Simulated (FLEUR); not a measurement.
# Ga (C2/c) in FLEUR: further runs, part 2 of 2

FLEUR MaX-R8.1 (later development tree). Earlier steps stand in the parts before.

## Step 4: Band structure, LDA

Contents of inp.xml:

```xml
<?xml version="1.0" encoding="UTF-8" standalone="no"?>
<fleurInput fleurInputVersion="0.39">
   <comment>
      Ga                                                                                                  
   </comment>
   <calculationSetup>
      <cutoffs Kmax="4.17" Gmax="12.9" GmaxXC="12.9" numbands="0"/>
      <scfLoop itmax="60" minDistance="0.00001" maxIterBroyd="15" imix="Anderson" alpha="0.05" precondParam="0.0" spinf="2.0" sdNocoIR="T"/>
      <coreElectrons ctail="T" frcor="F" kcrel="0" coretail_lmax="0"/>
      <xcFunctional name="vwn" relativisticCorrections="F"/>
      <magnetism jspins="1"/>
      <soc l_soc="F" theta="0.0" phi="0.0" spav="F"/>
      <expertModes spex="0" secvar="F"/>
      <geometryOptimization l_f="F" forcealpha="1.0" forcemix="BFGS" epsdisp="0.00001" epsforce="0.00001"/>
      <ldaU l_linMix="F" mixParam="0.05" spinf="1.0"/>
   </calculationSetup>
   <cell>
      <bzIntegration valenceElectrons="42.0" mode="hist" fermiSmearingEnergy="0.00183747">
         <kPointListSelection listName="default-1"/>
         <!-- k-points included here -->
         <xi:include xmlns:xi="http://www.w3.org/2001/XInclude" href="kpts.xml"> </xi:include>
      </bzIntegration>
      <!-- symmetry operations included here -->
      <xi:include xmlns:xi="http://www.w3.org/2001/XInclude" href="sym.xml"> </xi:include>
      <bulkLattice scale="1.0">
         <bravaisMatrix>
            <row-1>    2.6134912303217996    -7.6089822407019003     0.0000000000000000</row-1>
            <row-2>    2.6134912303217996     7.6089822407019003     0.0000000000000000</row-2>
            <row-3>   -0.2219435991923826     0.0000000000000000     6.2926546588662093</row-3>
         </bravaisMatrix>
      </bulkLattice>
   </cell>
   <atomSpecies>
      <species name="Gallium (Ga)" element="Ga" atomicNumber="31">
         <mtSphere radius="2.35" gridPoints="777" logIncrement="0.016"/>
         <atomicCutoffs lmax="9" lnonsphr="9"/>
         <electronConfig flipSpins="F">
            <coreConfig>(1s1/2) (2s1/2) (2p1/2) (2p3/2)</coreConfig>
            <valenceConfig>(3s1/2) (3p1/2) (3p3/2) (4s1/2) (3d3/2) (3d5/2) (4p1/2) (4p3/2)</valenceConfig>
            <stateOccupation state="(4p1/2)" spinUp="0.166667" spinDown="0.166667"/>
            <stateOccupation state="(4p3/2)" spinUp="0.333333" spinDown="0.333333"/>
         </electronConfig>
         <energyParameters s="4" p="4" d="3" f="4"/>
         <lo type="SCLO" l="0" n="3" eDeriv="0"/>
         <lo type="SCLO" l="1" n="3" eDeriv="0"/>
         <lo type="SCLO" l="1" n="3" eDeriv="1"/>
         <lo type="HELO" l="2" n="4" eDeriv="0"/>
         <lo type="HELO" l="2" n="4" eDeriv="1"/>
         <lo type="SCLO" l="3" n="4" eDeriv="2"/>
      </species>
   </atomSpecies>
   <atomGroups>
      <atomGroup species="Gallium (Ga)">
         <relPos label="                   1">.1310000000 -.1310000000 -1.000/4.000</relPos>
         <relPos label="                   2">-.1310000000 .1310000000 1.000/4.000</relPos>
         <force calculate="T" relaxXYZ="TTT"/>
      </atomGroup>
   </atomGroups>
   <output dos="F" band="F" slice="F">
      <checks vchk="F" cdinf="F"/>
      <bandDOS minEnergy="-.5*Htr" maxEnergy="0.5*Htr" sigma="0.015" storeEVData="T"/>
      <vacuumDOS vacdos="F" integ="F" star="F" nstars="0" locx1="0.0" locy1="0.0" locx2="0.0" locy2="0.0" nstm="0" tworkf="0.0"/>
      <unfoldingBand unfoldBand="F" supercellX="1" supercellY="1" supercellZ="1"/>
      <plotting iplot="0" polar="F">
         <plot TwoD="T" vec1="  1.0  0.0  0.0" vec2="  0.0  1.0  0.0" vec3="  0.0  0.0  1.0" zero="  0.0  0.0  0.0" file="plot"/>
      </plotting>
      <chargeDensitySlicing numkpt="0" minEigenval="0.0" maxEigenval="0.0" nnne="0" pallst="F"/>
      <specialOutput eonly="F"/>
      <moessbauerParams electricFieldGradient="T" isomerShift="T" coreHyperfine="T" valenceHyperfine="T"/>
      <magneticCircularDichroism mcd="F" energyLo="-10.0" energyUp="0.0"/>
   </output>
  <!-- We include the file relax.xml here to enable relaxations (see documentation) -->
  <xi:include xmlns:xi="http://www.w3.org/2001/XInclude" href="relax.xml"> <xi:fallback/> </xi:include>
</fleurInput>
```

Contents of crystal.txt:

```
Ga
&input cartesian=F /
1.3830000000  -4.0265000000  0.0000000000
1.3830000000  4.0265000000  0.0000000000
-0.1174474948  0.0000000000  3.3299294416
1.8897261246
1.0 1.0 1.0

2
31 0.1310000000  0.8690000000  0.7500000000
31 0.8690000000  0.1310000000  0.2500000000

&kpt div1=10 div2=10 div3=8 gamma=T /
```

Contents of inp.xml (bands):

```
<?xml version="1.0" encoding="UTF-8" standalone="no"?>
<fleurInput fleurInputVersion="0.39">
   <comment>
      Ga                                                                                                  
   </comment>
   <calculationSetup>
      <cutoffs Kmax="4.17" Gmax="12.9" GmaxXC="12.9" numbands="0"/>
      <scfLoop itmax="60" minDistance="0.00001" maxIterBroyd="15" imix="Anderson" alpha="0.05" precondParam="0.0" spinf="2.0" sdNocoIR="T"/>
      <coreElectrons ctail="T" frcor="F" kcrel="0" coretail_lmax="0"/>
      <xcFunctional name="vwn" relativisticCorrections="F"/>
      <magnetism jspins="1"/>
      <soc l_soc="F" theta="0.0" phi="0.0" spav="F"/>
      <expertModes spex="0" secvar="F"/>
      <geometryOptimization l_f="F" forcealpha="1.0" forcemix="BFGS" epsdisp="0.00001" epsforce="0.00001"/>
      <ldaU l_linMix="F" mixParam="0.05" spinf="1.0"/>
   </calculationSetup>
   <cell>
      <bzIntegration valenceElectrons="42.0" mode="hist" fermiSmearingEnergy="0.00183747">
         <kPointListSelection listName="path-1"/>
         <!-- k-points included here -->
         <xi:include xmlns:xi="http://www.w3.org/2001/XInclude" href="kpts.xml"> </xi:include>
      </bzIntegration>
      <!-- symmetry operations included here -->
      <xi:include xmlns:xi="http://www.w3.org/2001/XInclude" href="sym.xml"> </xi:include>
      <bulkLattice scale="1.0">
         <bravaisMatrix>
            <row-1>    2.6134912303217996    -7.6089822407019003     0.0000000000000000</row-1>
            <row-2>    2.6134912303217996     7.6089822407019003     0.0000000000000000</row-2>
            <row-3>   -0.2219435991923826     0.0000000000000000     6.2926546588662093</row-3>
         </bravaisMatrix>
      </bulkLattice>
   </cell>
   <atomSpecies>
      <species name="Gallium (Ga)" element="Ga" atomicNumber="31">
         <mtSphere radius="2.35" gridPoints="777" logIncrement="0.016"/>
         <atomicCutoffs lmax="9" lnonsphr="9"/>
         <electronConfig flipSpins="F">
            <coreConfig>(1s1/2) (2s1/2) (2p1/2) (2p3/2)</coreConfig>
            <valenceConfig>(3s1/2) (3p1/2) (3p3/2) (4s1/2) (3d3/2) (3d5/2) (4p1/2) (4p3/2)</valenceConfig>
            <stateOccupation state="(4p1/2)" spinUp="0.166667" spinDown="0.166667"/>
            <stateOccupation state="(4p3/2)" spinUp="0.333333" spinDown="0.333333"/>
         </electronConfig>
         <energyParameters s="4" p="4" d="3" f="4"/>
         <lo type="SCLO" l="0" n="3" eDeriv="0"/>
         <lo type="SCLO" l="1" n="3" eDeriv="0"/>
         <lo type="SCLO" l="1" n="3" eDeriv="1"/>
         <lo type="HELO" l="2" n="4" eDeriv="0"/>
         <lo type="HELO" l="2" n="4" eDeriv="1"/>
         <lo type="SCLO" l="3" n="4" eDeriv="2"/>
      </species>
   </atomSpecies>
   <atomGroups>
      <atomGroup species="Gallium (Ga)">
         <relPos label="                   1">.1310000000 -.1310000000 -1.000/4.000</relPos>
         <relPos label="                   2">-.1310000000 .1310000000 1.000/4.000</relPos>
         <force calculate="T" relaxXYZ="TTT"/>
      </atomGroup>
   </atomGroups>
   <output dos="F" band="T" slice="F">
      <checks vchk="F" cdinf="F"/>
      <bandDOS minEnergy="-.5*Htr" maxEnergy="0.5*Htr" sigma="0.015" storeEVData="T"/>
      <vacuumDOS vacdos="F" integ="F" star="F" nstars="0" locx1="0.0" locy1="0.0" locx2="0.0" locy2="0.0" nstm="0" tworkf="0.0"/>
      <unfoldingBand unfoldBand="F" supercellX="1" supercellY="1" supercellZ="1"/>
      <plotting iplot="0" polar="F">
         <plot TwoD="T" vec1="  1.0  0.0  0.0" vec2="  0.0  1.0  0.0" vec3="  0.0  0.0  1.0" zero="  0.0  0.0  0.0" file="plot"/>
      </plotting>
      <chargeDensitySlicing numkpt="0" minEigenval="0.0" maxEigenval="0.0" nnne="0" pallst="F"/>
      <specialOutput eonly="F"/>
      <moessbauerParams electricFieldGradient="T" isomerShift="T" coreHyperfine="T" valenceHyperfine="T"/>
      <magneticCircularDichroism mcd="F" energyLo="-10.0" energyUp="0.0"/>
   </output>
  <!-- We include the file relax.xml here to enable relaxations (see documentation) -->
  <xi:include xmlns:xi="http://www.w3.org/2001/XInclude" href="relax.xml"> <xi:fallback/> </xi:include>
</fleurInput>
```

Potentials or basis: all-electron, FLAPW.

On the command line:

```
$ inpgen -f crystal.txt -profile fastHighL
$ # inp.xml edited to the form shown
$ fleur_MPI
$ fleur_MPI   # second run, on inp.xml (bands)
```

What it wrote:

```text
Welcome to FLEUR        (www.flapw.de)
      MaX-Release 8.1          (www.max-centre.eu)

 ========== k-point set info ==========
 Selected k-point list: default-1
 k-point list type: mesh
 10 x 10 x 8
 Number of k points: 227

 ------------Calculation Setup---------------------------
 Number of MPI-tasks      :            1
 Number of PE/node        :            1
 Number of OMP-threads    :            1
 Most efficient MPI parallelization for:
           1         227
 Additional eigenvalue parallelization possible
 Number of basis functions:          400
 Approximate size of matrices (H+S) per k-point:         0.002 GB
 --------------------------------------------------------
 Iteration:     1   Distance:       5.43002449 me/bohr^3
 Iteration:     2   Distance:       4.83443632 me/bohr^3
 Iteration:     3   Distance:       2.41828248 me/bohr^3
 Iteration:     4   Distance:       0.36457996 me/bohr^3
 Iteration:     5   Distance:       0.41347173 me/bohr^3
 Iteration:     6   Distance:       0.10467004 me/bohr^3
 Iteration:     7   Distance:       0.03795468 me/bohr^3
 Iteration:     8   Distance:       0.04789140 me/bohr^3
 Iteration:     9   Distance:       0.00103597 me/bohr^3
 Iteration:    10   Distance:       0.00109006 me/bohr^3
 Iteration:    11   Distance:       0.00005849 me/bohr^3
 Iteration:    12   Distance:       0.00001650 me/bohr^3
 Iteration:    13   Distance:       0.00000430 me/bohr^3

 ********************************************************************
 Run finished successfully
 Stop message:
   all done
 ********************************************************************
```

output (bands):

```text
Welcome to FLEUR        (www.flapw.de)
      MaX-Release 8.1          (www.max-centre.eu)

 ========== k-point set info ==========
 Selected k-point list: path-1
 k-point list type: path
 Number of k points: 60

 ------------Calculation Setup---------------------------
 Number of MPI-tasks      :            1
 Number of PE/node        :            1
 Number of OMP-threads    :            1
 Most efficient MPI parallelization for:
           1           2           3           4           5           6          10          12          15          20          30          60
 Additional eigenvalue parallelization possible
 Number of basis functions:          400
 Approximate size of matrices (H+S) per k-point:         0.002 GB
 --------------------------------------------------------
 Fermi energy correction for metals:
 Fermi energy in bands.* files may not be consistent with last density.
 Please correct it manually (e.g. in band.gnu file).

 Note: Band structure data (together with different weights) is also stored in the banddos.hdf file.
       A convenient way of extracting and plotting the data from that file is by making use of the

 ********************************************************************
 Run finished successfully
 Stop message:
   Charge density postprocessing done.
 ********************************************************************
```

out.xml (last iteration):

```text
<iteration numberForCurrentRun="   13" overallNumber="   13">
         <energyParameters units="Htr">
            <atomicEP atomType="1" spin="1" branch="4s" branchLowest="-5.01" branchHighest="0.92" value="-0.0067130656"/>
            <atomicEP atomType="1" spin="1" branch="4p" branchLowest="-3.22" branchHighest="1.53" value="0.1954265723"/>
            <atomicEP atomType="1" spin="1" branch="3d" branchLowest="-9.99" branchHighest="-0.28" value="-0.3043309682"/>
            <atomicEP atomType="1" spin="1" branch="4f" branchLowest="-9.99" branchHighest="3.27" value="0.5524963168"/>
            <loAtomicEP atomType="1" spin="1" branch="3s" branchLowest="-45.89" branchHighest="-5.01" value="-5.0131534684"/>
            <loAtomicEP atomType="1" spin="1" branch="3p" branchLowest="-39.94" branchHighest="-3.22" value="-3.2221479304"/>
            <loAtomicEP atomType="1" spin="1" branch="3p" branchLowest="-39.94" branchHighest="-3.22" value="-3.2221479304"/>
            <heloAtomicEP atomType="1" spin="1" branch="4d" branchLowest="1.99" branchHighest="1.99" value="1.9888750547"/>
            <heloAtomicEP atomType="1" spin="1" branch="4d" branchLowest="1.99" branchHighest="1.99" value="1.9888750547"/>
            <loAtomicEP atomType="1" spin="1" branch="4f" branchLowest="-9.99" branchHighest="3.27" value="0.5524988057"/>
         </energyParameters>
         <eigenvalues>
            <eigenvaluesAt spin="1" ikpt="1" k_x="0.00000000" k_y="0.00000000" k_z="0.00000000">
                      -5.0131768593       -5.0131450233       -3.2210183098       -3.2208450786       -3.2202694705
                      -3.2202297735       -3.2202106862       -3.2199875396       -0.3205311244       -0.3200968636
                      -0.3188639615       -0.3179562507       -0.3078501437       -0.3078185833       -0.3067817158
                      -0.3066201399       -0.3061225559       -0.3011122242       -0.1745710172        0.1622630827
                       0.1747484683        0.2973978004        0.4417455459        0.5914138223        0.6084981309
                       0.6177953158        0.6291821358        0.7196342586        0.7261691535        0.7343442307
                       0.8244857040        1.0856915769        1.1117162764
            </eigenvaluesAt>
            <eigenvaluesAt spin="1" ikpt="2" k_x="0.00000000" k_y="0.00000000" k_z="0.12500000">
[... 45 lines left out ...]
            <totalCharge value="62.0000000002"/>
         </allElectronCharges>
         <moessbauerParams unitsHFF="kG" unitsIS="e/bohr^3" unitsEFG="Htr/bohr^2">
            <coreIsomerShift atomType="1" isTotal="27861.02166">
               <shell n="1" l="0" isomerShift="25320.59772"/>
               <shell n="2" l="0" isomerShift="2519.78946"/>
               <shell n="2" l="1" isomerShift="20.63447"/>
            </coreIsomerShift>
            <isomerShift atomType="1" nucleusRadius="0.0000972" averageDensity="28264.71294"/>
            <electricFieldGradient atomType="1" VXX="-0.08840" VYY="-0.20138" VZZ="0.28978" asymParam="0.38986">
            </electricFieldGradient>
         </moessbauerParams>
         <totalEnergy                                    value="    -3882.6704769954" units="Htr">
            <sumOfEigenvalues                            value="    -2226.3895793687">
               <coreElectrons value="-2161.8913712569"/>
               <valenceElectrons value="-64.4982081119"/>
            </sumOfEigenvalues>
            <densityCoulombPotentialIntegral value="-5990.6253192282"/>
            <densityEffectivePotentialIntegral value="-6183.5732953644"/>
            <chargeDenXCDenIntegral value="-145.6955335032"/>
            <FockExchangeEnergyValence value="0.0000000000"/>
            <FockExchangeEnergyCore value="0.0000000000"/>
            <atomTypeDependentContributions atomType="1">
               <electronNucleiInteractionDifferentMTs value="4673.3206647966"/>
               <MadelungTerm value="-25.5253350771"/>
            </atomTypeDependentContributions>
            <tkbTimesEntropy value="0.0002233068"/>
            <freeEnergy value="-3882.6707003022"/>
            <extrapolationTo0K value="-3882.6705886488"/>
         </totalEnergy>
         <densityConvergence units="me/bohr^3">
            <chargeDensity spin="1" distance="0.0000043044"/>
         </densityConvergence>
      </iteration>
```

Wall time 6.9 min (1 thread of Intel Xeon at 2.50GHz (Skylake/Cascade Lake), shared host); peak memory 0.1 GiB.

What came out:

```yaml
Free_energy: -105652.8521 eV
Band_gap_along_the_path: none (metal or under the smearing width)
Valence_electrons_inside_the_program's_atomic_spheres: Ga 19.54 (radii Ga 2.35 bohr)
```

Levels at the corners of the path, in eV from the Fermi level:
```csv
point,band 17,band 18,band 19,band 20,band 21,band 22,band 23,band 24,band 25,band 26
Γ,-14.80,-14.66,-11.22,-2.06,-1.72,1.62,5.55,9.62,10.09,10.34
Y,-14.73,-14.68,-5.59,-5.10,-3.76,4.07,4.59,6.29,7.72,9.61
F,-14.70,-14.70,-2.83,-2.64,-1.89,-1.45,0.03,0.56,7.95,8.15
H,-14.69,-14.68,-2.65,-2.48,-1.97,-1.50,0.42,0.65,7.63,7.65
Z,-14.73,-14.73,-7.79,-7.79,1.72,1.72,2.43,2.43,11.54,11.54
I,-14.81,-14.81,-6.05,-6.05,-4.33,-4.33,10.77,10.77,11.70,11.70
F1,-14.70,-14.70,-2.83,-2.64,-1.89,-1.45,0.03,0.56,7.95,8.15
H1,-14.69,-14.68,-2.65,-2.48,-1.97,-1.50,0.42,0.65,7.63,7.65
Y1,-14.73,-14.68,-5.59,-5.10,-3.76,4.07,4.59,6.29,7.72,9.61
X,-14.77,-14.73,-9.09,-8.60,3.98,4.55,5.80,6.01,7.50,11.01
Γ,-14.80,-14.66,-11.22,-2.06,-1.72,1.62,5.55,9.62,10.09,10.34
N,-14.73,-14.68,-6.09,-4.99,-1.32,-0.03,5.71,6.51,8.42,9.24
M,-14.69,-14.68,-2.92,-2.89,-1.61,-1.52,1.75,2.29,4.37,4.81
Γ,-14.80,-14.66,-11.22,-2.06,-1.72,1.62,5.55,9.62,10.09,10.34
```

Core levels (eV from the Fermi level):
| atom | levels |
| --- | --- |
| 1 Ga | 1s1/2 -10203.5, 2s1/2 -1255.2, 2p1/2 -1111.9, 2p3/2 -1084.3 |
| 2 Ga | 1s1/2 -10203.5, 2s1/2 -1255.2, 2p1/2 -1111.9, 2p3/2 -1084.3 |
